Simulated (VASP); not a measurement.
# Sr (P6_3/mmc) in VASP: further runs

One crystal, Sr, is run at these levels: PBE; tasks: single point.

Everything below comes from runs of VASP 6.6.1. Logs are shortened: lines on timing, memory, paths and dates and some standing lists are left out, and cuts for length are marked.

## 1. Starting point

The structure is hexagonal, space group P6_3/mmc (No. 194). The conventional cell has a = 4.310 Å, b = 4.310 Å, c = 7.050 Å, α = 90.00°, β = 90.00°, γ = 120.00°. Sr (site symmetry -6m2) has 12 Sr at 4.31 Å as nearest neighbours.

This isn't the form of Sr at room conditions, which is fcc.

## 2. Single point, PBE

File INCAR:

```
SYSTEM = Sr
  ADDGRID = .False.
  ALGO = Normal
  EDIFF = 1E-6
  ENCUT = 400
  GGA = PE
  ISIF = 2
  ISMEAR = 0
  LASPH = .True.
  LCHARG = .False.
  LREAL = .False.
  LWAVE = .False.
  NBANDS = 17
  NELM = 100
  PREC = Accurate
  SIGMA = 0.15
```

File KPOINTS:

```
k-points
0
Gamma
  4 4 3
  0 0 0
```

File POSCAR:

```
Sr
1.0
    4.3100000000      0.0000000000      0.0000000000
   -2.1550000000      3.7325694903      0.0000000000
    0.0000000000      0.0000000000      7.0500000000
Sr
2
Direct
    0.6432960000      0.3178180000      0.7464440000
    0.3199860000      0.6535770000      0.2508690000
```

Potentials or basis: VASP PAW PBE potentials, release 64 (Sr_sv).

Run with:

```console
> cat potpaw_PBE.64/Sr_sv/POTCAR > POTCAR
> mpirun -np 1 vasp_std > vasp.out
```

OUTCAR:

```text
SYSTEM = Sr
   EDIFF = 1E-6
   ENCUT = 400
   GGA = PE
   ISIF = 2
   ISMEAR = 0
   LASPH = .True.
   LREAL = .False.
   NELM = 100
   PREC = Accurate

 Found     26 irreducible k-points:

 Following reciprocal coordinates:
            Coordinates               Weight
  0.000000  0.000000  0.000000      1.000000
  0.250000  0.000000  0.000000      2.000000
  0.000000  0.250000  0.000000      2.000000
 -0.250000  0.250000  0.000000      2.000000
  0.500000  0.000000  0.000000      1.000000
  0.000000  0.500000  0.000000      1.000000
   k-points           NKPTS =     26   k-points in BZ     NKDIM =     26   number of bands    NBANDS=     17
   number of dos      NEDOS =    301   number of ions     NIONS =      2
   total plane-waves  NPLWV =  37632
   dimension x,y,z NGX =    28 NGY =   28 NGZ =   48
   dimension x,y,z NGXF=    56 NGYF=   56 NGZF=   96
   ions per type =               2
   NGX,Y,Z   is equivalent  to a cutoff of  10.80, 10.80, 11.32 a.u.
   NGXF,Y,Z  is equivalent  to a cutoff of  21.60, 21.60, 22.64 a.u.
 SYSTEM =  Sr
   PREC   = accura    normal or accurate (medium, high low for compatibility)
   ISTART =      0    job   : 0-new  1-cont  2-samecut
   ICHARG =      2    charge: 1-file 2-atom 10-const
   ISPIN  =      1    spin polarized calculation?
   LNONCOLLINEAR =      F non collinear calculations
   LSORBIT =      F    spin-orbit coupling
   LASPH  =      T    aspherical Exc in radial PAW
   ENCUT  =  400.0 eV  29.40 Ry    5.42 a.u.   7.03  7.03 11.50*2*pi/ulx,y,z
   NELM   =    100;   NELMIN=  2; NELMDL= -5     # of ELM steps
   EDIFF  = 0.1E-05   stopping-criterion for ELM
   LREAL  =      F    real-space projection
   EDIFFG = 0.1E-04   stopping-criterion for IOM
   NSW    =      0    number of steps for IOM
   IBRION =     -1    ionic relax: 0-MD 1-quasi-New 2-CG
   NFREE  =      0    steps in history (QN), initial steepest desc. (CG)
   ISIF   =      2    stress and relaxation
   ISYM   =      2    0-nonsym 1-usesym 2-fastsym
   POTIM  = 0.5000    time-step for ionic-motion
   TEBEG  =    0.0;   TEEND  =   0.0 temperature during run
   PSTRESS=    0.0 pullay stress
   NELECT =      20.0000    total number of electrons
   NUPDOWN=      -1.0000    fix difference up-down
   EMIN   =  10.00;   EMAX   =-10.00  energy-range for DOS
   EFERMI =   0.00;   METHOD = LEGACY
   ISMEAR =     0;   SIGMA  =   0.15  broadening in eV -4-tet -1-fermi 0-gaus
   EFERMI_NEDOS =   21; number of points for ismear=-14 and -15
   IALGO  =     38    algorithm
   IMIX   =      4    mixing-type and parameters
     AMIX     =   0.40;   BMIX     =  1.00
     AMIX_MAG =   1.60;   BMIX_MAG =  1.00
  volume/ion in A,a.u.               =      56.71       382.68
  Fermi-wavevector in a.u.,A,eV,Ry     =   0.918037  1.734838 11.466874  0.842791
  Thomas-Fermi vector in A             =   2.043073
   LORBIT       =      0    0 simple, 1 ext, 2 COOP (PROOUT), +10 PAW based schemes
   GGA     = PE    functional components
   LHFCALC =     F    Hartree Fock is set to
   AEXX    =    0.0000 exact exchange contribution
   IVDW    =     0    specifies the selected vdW correction
   LEPSILON=     F    determine dielectric tensor
   LRPA    =     F    only Hartree local field effects (RPA)
 non-spin polarized calculation
 Gauss-broadening in eV      SIGMA  =   0.15
  energy-cutoff  :      400.00
  volume of cell :      113.42
 maximum number of plane-waves:      2078
   NGX = 15   NGY = 15   NGZ = 23

 number of electron      20.0000000 magnetization

 Free energy of the ion-electron system (eV)
  ---------------------------------------------------
  ext. energy  EPLUGINS =         0.00000000
  ---------------------------------------------------
  free energy    TOTEN  =        -3.31269975 eV

  energy without entropy =       -3.28455016  energy(sigma->0) =       -3.29862496

 E-fermi :   1.5006     XC(G=0):  -7.2598

 val. band max:        1.4856926873   @ k =  -0.2500   0.2500   0.0000
 cond. band min:       1.5021603502   @ k =   0.0000   0.0000   0.0000
 fundamental gap:      0.0164676628
 Fermi energy:         1.5005793410

 k-point     1 :       0.0000    0.0000    0.0000
  band No.  band energies     occupation
      1     -35.2009      2.00000
      2     -35.1890      2.00000
      3     -17.2566      2.00000
      4     -17.1215      2.00000
      5     -17.1182      2.00000
      6     -17.0959      2.00000
      7     -17.0957      2.00000
      8     -17.0821      2.00000
      9      -2.1235      2.00000
     10       0.3590      2.00000
     11       1.5022      0.98811
     12       3.7381      0.00000
     13       3.7501      0.00000
     14       3.7551      0.00000
     15       4.1249      0.00000
     16       4.1538      0.00000
     17       4.6201      0.00000

 k-point     2 :       0.2500    0.0000    0.0000
  band No.  band energies     occupation
      1     -35.1954      2.00000
      2     -35.1864      2.00000
      3     -17.2260      2.00000
      4     -17.1859      2.00000
      5     -17.1629      2.00000
      6     -17.1416      2.00000
      7     -17.1079      2.00000
      8     -17.0947      2.00000
      9      -1.2981      2.00000
     10       1.1556      1.99886
     11       1.4780      1.16851
     12       2.4759      0.00000
     13       3.2281      0.00000
     14       3.6205      0.00000
     15       4.0294      0.00000
     16       4.5056      0.00000
     17       4.5166      0.00000

 k-point     3 :       0.0000    0.2500    0.0000
  band No.  band energies     occupation
      1     -35.1953      2.00000
      2     -35.1865      2.00000
      3     -17.2250      2.00000
      4     -17.1873      2.00000
      5     -17.1637      2.00000
      6     -17.1400      2.00000
      7     -17.1075      2.00000
      8     -17.0957      2.00000
      9      -1.2969      2.00000
     10       1.1606      1.99865
     11       1.4835      1.12824
     12       2.4725      0.00000
     13       3.2255      0.00000
     14       3.5875      0.00000
     15       4.0455      0.00000
     16       4.5078      0.00000
     17       4.5364      0.00000

 k-point     4 :      -0.2500    0.2500    0.0000
  band No.  band energies     occupation
      1     -35.1953      2.00000
      2     -35.1865      2.00000
      3     -17.2246      2.00000
      4     -17.1879      2.00000
      5     -17.1640      2.00000
      6     -17.1394      2.00000
      7     -17.1073      2.00000
      8     -17.0961      2.00000
      9      -1.2965      2.00000
     10       1.1625      1.99856
     11       1.4857      1.11162
     12       2.4709      0.00000
     13       3.2246      0.00000
     14       3.5748      0.00000
     15       4.0506      0.00000
     16       4.5152      0.00000
     17       4.5400      0.00000

 k-point     5 :       0.5000    0.0000    0.0000
  band No.  band energies     occupation
      1     -35.1891      2.00000
      2     -35.1847      2.00000
      3     -17.2542      2.00000
      4     -17.2271      2.00000
      5     -17.1829      2.00000
      6     -17.1609      2.00000
      7     -17.1208      2.00000
      8     -17.1195      2.00000
      9       0.3566      2.00000
     10       0.9451      2.00000
     11       1.5589      0.58266
     12       1.7235      0.03562
     13       2.8065      0.00000
     14       3.3427      0.00000
     15       3.6430      0.00000
     16       5.6328      0.00000
     17       6.2259      0.00000

 k-point     6 :       0.0000    0.5000    0.0000
  band No.  band energies     occupation
      1     -35.1888      2.00000
      2     -35.1850      2.00000
      3     -17.2550      2.00000
      4     -17.2285      2.00000
      5     -17.1786      2.00000
      6     -17.1595      2.00000
      7     -17.1238      2.00000
      8     -17.1201      2.00000
      9       0.3743      2.00000
     10       0.9290      2.00000
     11       1.5824      0.44040
     12       1.7397      0.02415
     13       2.7522      0.00000
     14       3.3135      0.00000
     15       3.6528      0.00000
     16       5.6897      0.00000
     17       6.2451      0.00000

 [... further k-points ...]

------------------------ aborting loop because EDIFF is reached ----------------------------------------

  FORCE on cell =-STRESS in cart. coord.  units (eV):
  Direction    XX          YY          ZZ          XY          YZ          ZX
  --------------------------------------------------------------------------------------
  -------------------------------------------------------------------------------------
  Total       -0.3803057     -0.3673454      0.2237632     -0.0271285      0.0003718      0.0017585
  in kB       -5.3724095     -5.1893255      3.1610029     -0.3832326      0.0052519      0.0248412
  external PRESSURE =      -2.4669107 kB  Pullay stress =       0.0000000 kB

 VOLUME and BASIS-vectors are now :
 -----------------------------------------------------------------------------
  energy-cutoff  :      400.00
  volume of cell :      113.42
      direct lattice vectors                 reciprocal lattice vectors
     4.310000000  0.000000000  0.000000000     0.232018561  0.133955979  0.000000000
    -2.155000000  3.732569490  0.000000000     0.000000000  0.267911958  0.000000000
     0.000000000  0.000000000  7.050000000     0.000000000  0.000000000  0.141843972

 POSITION                                       TOTAL-FORCE (eV/Angst)
 -----------------------------------------------------------------------------------
      2.08771      1.18628      5.26243         0.009382      0.001802      0.046140
     -0.02932      2.43952      1.76863        -0.009382     -0.001802     -0.046140
 -----------------------------------------------------------------------------------
    total drift:                                0.000002     -0.000003     -0.000001

  FREE ENERGIE OF THE ION-ELECTRON SYSTEM (eV)
  ---------------------------------------------------
  free  energy   TOTEN  =        -3.3126997538 eV

  energy  without entropy=       -3.2845501645  energy(sigma->0) =       -3.29862496
```

It took 11 s on 1 thread of Intel Xeon 6975P-C (Granite Rapids), shared host; peak memory 0.18 GiB.

These settings aren't checked as converged: the numbers below hold their error.

What came out:

| Property | Result |
| --- | --- |
| Free energy | -3.3127 eV |
| Pressure | -0.2 GPa |
| Largest force | 0.047 eV/Å |
| Band gap on the k mesh | none (metal or under the smearing width) |

Caveat: the k mesh is coarse (spacing up to 0.42 Å⁻¹), so the values aren't converged.

## 3. Single point, PBE

INCAR, as its differences from that of step 2:

```diff
@@ -4,3 +4,3 @@
   EDIFF = 1E-6
-  ENCUT = 400
+  ENCUT = 600
   GGA = PE
```

File KPOINTS:

```
k-points
0
Gamma
  4 4 2
  0 0 0
```

File POSCAR:

```
Sr
1.0
    4.3100000000      0.0000000000      0.0000000000
   -2.1550000000      3.7325694903      0.0000000000
    0.0000000000      0.0000000000      7.0500000000
Sr
2
Direct
    0.6666666667      0.3333333333      0.7500000000
    0.3333333333      0.6666666667      0.2500000000
```

Potentials or basis: VASP PAW PBE potentials, release 64 (Sr_sv).

Run with:

```console
> cat potpaw_PBE.64/Sr_sv/POTCAR > POTCAR
> mpirun -np 1 vasp_std > vasp.out
```

It took 8 s on 1 thread of Intel Xeon 6975P-C (Granite Rapids), shared host; peak memory 0.24 GiB.

These settings aren't checked as converged: the numbers below hold their error.

Results:

```
Free energy            : -3.2935 eV
Pressure               : -0.2 GPa
Band gap on the k mesh : none (metal or under the smearing width)
```

Caveat: the k mesh is coarse (spacing up to 0.45 Å⁻¹), so the values aren't converged.

## 4. Single point, PBE

INCAR is that of step 3.

KPOINTS is that of step 3.

File POSCAR:

```
Sr
1.0
    4.3100000000      0.0000000000      0.0000000000
   -2.1550000000      3.7325694903      0.0000000000
    0.0000000000      0.0000000000      7.0500000000
Sr
2
Direct
    0.6432960000      0.3178180000      0.7464440000
    0.3199860000      0.6535770000      0.2508690000
```

Run with:

```console
> cat potpaw_PBE.64/Sr_sv/POTCAR > POTCAR
> mpirun -np 1 vasp_std > vasp.out
```

It took 16 s on 1 thread of Intel Xeon 6975P-C (Granite Rapids), shared host; peak memory 0.25 GiB.

These settings aren't checked as converged: the numbers below hold their error.

What came out:

```
Free energy            : -3.2926 eV
Pressure               : -0.2 GPa
Largest force          : 0.045 eV/Å
Band gap on the k mesh : none (metal or under the smearing width)
```

Caveat: the k mesh is coarse (spacing up to 0.45 Å⁻¹), so the values aren't converged.

## 5. Single point, PBE

INCAR, as its differences from that of step 4:

```diff
@@ -4,3 +4,3 @@
   EDIFF = 1E-6
-  ENCUT = 600
+  ENCUT = 500
   GGA = PE
```

File KPOINTS:

```
k-points
0
Gamma
  4 4 3
  0 0 0
```

File POSCAR:

```
Sr
1.0
    4.3100000000      0.0000000000      0.0000000000
   -2.1550000000      3.7325694903      0.0000000000
    0.0000000000      0.0000000000      7.0500000000
Sr
2
Direct
    0.6666666667      0.3333333333      0.7500000000
    0.3333333333      0.6666666667      0.2500000000
```

Potentials or basis: VASP PAW PBE potentials, release 64 (Sr_sv).

Run with:

```console
> cat potpaw_PBE.64/Sr_sv/POTCAR > POTCAR
> mpirun -np 1 vasp_std > vasp.out
```

OUTCAR:

```text
SYSTEM = Sr
   EDIFF = 1E-6
   ENCUT = 500
   GGA = PE
   ISIF = 2
   ISMEAR = 0
   LASPH = .True.
   LREAL = .False.
   NELM = 100
   PREC = Accurate

 Found      8 irreducible k-points:

 Following reciprocal coordinates:
            Coordinates               Weight
  0.000000  0.000000  0.000000      1.000000
  0.250000  0.000000  0.000000      6.000000
  0.500000  0.000000  0.000000      3.000000
  0.250000  0.250000  0.000000      6.000000
  0.000000  0.000000  0.333333      2.000000
  0.250000  0.000000  0.333333     12.000000
   k-points           NKPTS =      8   k-points in BZ     NKDIM =      8   number of bands    NBANDS=     17
   number of dos      NEDOS =    301   number of ions     NIONS =      2
   total plane-waves  NPLWV =  55296
   dimension x,y,z NGX =    32 NGY =   32 NGZ =   54
   dimension x,y,z NGXF=    64 NGYF=   64 NGZF=  108
   ions per type =               2
   NGX,Y,Z   is equivalent  to a cutoff of  12.34, 12.34, 12.73 a.u.
   NGXF,Y,Z  is equivalent  to a cutoff of  24.69, 24.69, 25.47 a.u.
 SYSTEM =  Sr
   PREC   = accura    normal or accurate (medium, high low for compatibility)
   ISTART =      0    job   : 0-new  1-cont  2-samecut
   ICHARG =      2    charge: 1-file 2-atom 10-const
   ISPIN  =      1    spin polarized calculation?
   LNONCOLLINEAR =      F non collinear calculations
   LSORBIT =      F    spin-orbit coupling
   LASPH  =      T    aspherical Exc in radial PAW
   ENCUT  =  500.0 eV  36.75 Ry    6.06 a.u.   7.86  7.86 12.85*2*pi/ulx,y,z
   NELM   =    100;   NELMIN=  2; NELMDL= -5     # of ELM steps
   EDIFF  = 0.1E-05   stopping-criterion for ELM
   LREAL  =      F    real-space projection
   EDIFFG = 0.1E-04   stopping-criterion for IOM
   NSW    =      0    number of steps for IOM
   IBRION =     -1    ionic relax: 0-MD 1-quasi-New 2-CG
   NFREE  =      0    steps in history (QN), initial steepest desc. (CG)
   ISIF   =      2    stress and relaxation
   ISYM   =      2    0-nonsym 1-usesym 2-fastsym
   POTIM  = 0.5000    time-step for ionic-motion
   TEBEG  =    0.0;   TEEND  =   0.0 temperature during run
   PSTRESS=    0.0 pullay stress
   NELECT =      20.0000    total number of electrons
   NUPDOWN=      -1.0000    fix difference up-down
   EMIN   =  10.00;   EMAX   =-10.00  energy-range for DOS
   EFERMI =   0.00;   METHOD = LEGACY
   ISMEAR =     0;   SIGMA  =   0.15  broadening in eV -4-tet -1-fermi 0-gaus
   EFERMI_NEDOS =   21; number of points for ismear=-14 and -15
   IALGO  =     38    algorithm
   IMIX   =      4    mixing-type and parameters
     AMIX     =   0.40;   BMIX     =  1.00
     AMIX_MAG =   1.60;   BMIX_MAG =  1.00
  volume/ion in A,a.u.               =      56.71       382.68
  Fermi-wavevector in a.u.,A,eV,Ry     =   0.918037  1.734838 11.466874  0.842791
  Thomas-Fermi vector in A             =   2.043073
   LORBIT       =      0    0 simple, 1 ext, 2 COOP (PROOUT), +10 PAW based schemes
   GGA     = PE    functional components
   LHFCALC =     F    Hartree Fock is set to
   AEXX    =    0.0000 exact exchange contribution
   IVDW    =     0    specifies the selected vdW correction
   LEPSILON=     F    determine dielectric tensor
   LRPA    =     F    only Hartree local field effects (RPA)
 non-spin polarized calculation
 Gauss-broadening in eV      SIGMA  =   0.15
  energy-cutoff  :      500.00
  volume of cell :      113.42
 maximum number of plane-waves:      2898
 NGX is ok and might be reduce to    32
   NGX = 15   NGY = 15   NGZ = 25

 number of electron      20.0000000 magnetization

 Free energy of the ion-electron system (eV)
  ---------------------------------------------------
  ext. energy  EPLUGINS =         0.00000000
  ---------------------------------------------------
  free energy    TOTEN  =        -3.31520210 eV

  energy without entropy =       -3.28702858  energy(sigma->0) =       -3.30111534

 E-fermi :   1.5013     XC(G=0):  -7.2596

 val. band max:        1.4826611255   @ k =   0.2500   0.0000   0.0000
 cond. band min:       1.5025282586   @ k =   0.0000   0.0000   0.0000
 fundamental gap:      0.0198671331
 Fermi energy:         1.5012534925

 k-point     1 :       0.0000    0.0000    0.0000
  band No.  band energies     occupation
      1     -35.2003      2.00000
      2     -35.1885      2.00000
      3     -17.2571      2.00000
      4     -17.1208      2.00000
      5     -17.1208      2.00000
      6     -17.0968      2.00000
[... 9 lines left out ...]
     16       4.1397      0.00000
     17       4.6488      0.00000
[... 81 lines left out ...]
 k-point     6 :       0.2500    0.0000    0.3333
  band No.  band energies     occupation
      1     -35.1926      2.00000
      2     -35.1882      2.00000
      3     -17.2176      2.00000
      4     -17.1867      2.00000
      5     -17.1571      2.00000
      6     -17.1331      2.00000
[... 9 lines left out ...]
     16       4.3979      0.00000
     17       5.0175      0.00000

 [... further k-points ...]

------------------------ aborting loop because EDIFF is reached ----------------------------------------

  FORCE on cell =-STRESS in cart. coord.  units (eV):
  Direction    XX          YY          ZZ          XY          YZ          ZX
  --------------------------------------------------------------------------------------
  -------------------------------------------------------------------------------------
  Total       -0.3650697     -0.3650697      0.2297919      0.0000000     -0.0000000     -0.0000000
  in kB       -5.1571781     -5.1571781      3.2461674      0.0000000     -0.0000000     -0.0000000
  external PRESSURE =      -2.3560629 kB  Pullay stress =       0.0000000 kB

 VOLUME and BASIS-vectors are now :
 -----------------------------------------------------------------------------
  energy-cutoff  :      500.00
  volume of cell :      113.42
      direct lattice vectors                 reciprocal lattice vectors
     4.310000000  0.000000000  0.000000000     0.232018561  0.133955979  0.000000000
    -2.155000000  3.732569490  0.000000000     0.000000000  0.267911958  0.000000000
     0.000000000  0.000000000  7.050000000     0.000000000  0.000000000  0.141843972

 POSITION                                       TOTAL-FORCE (eV/Angst)
 -----------------------------------------------------------------------------------
      2.15500      1.24419      5.28750         0.000000      0.000000      0.000000
     -0.00000      2.48838      1.76250        -0.000000      0.000000      0.000000
 -----------------------------------------------------------------------------------
    total drift:                                0.000000     -0.000000      0.000000

  FREE ENERGIE OF THE ION-ELECTRON SYSTEM (eV)
  ---------------------------------------------------
  free  energy   TOTEN  =        -3.3152021042 eV

  energy  without entropy=       -3.2870285793  energy(sigma->0) =       -3.30111534
```

Wall time 6 s (1 thread of Intel Xeon 6975P-C (Granite Rapids), shared host); peak memory 0.21 GiB.

The run converged, but some of its settings lie outside the range that counts as converged, so its numbers aren't taken as properties of the crystal.

What came out:

| Item | Value |
| --- | --- |
| Free energy | -3.3152 eV |
| Pressure | -0.2 GPa |
| Band gap on the k mesh | none (metal or under the smearing width) |

Caveat: the k mesh is coarse (spacing up to 0.42 Å⁻¹), so the values aren't converged.
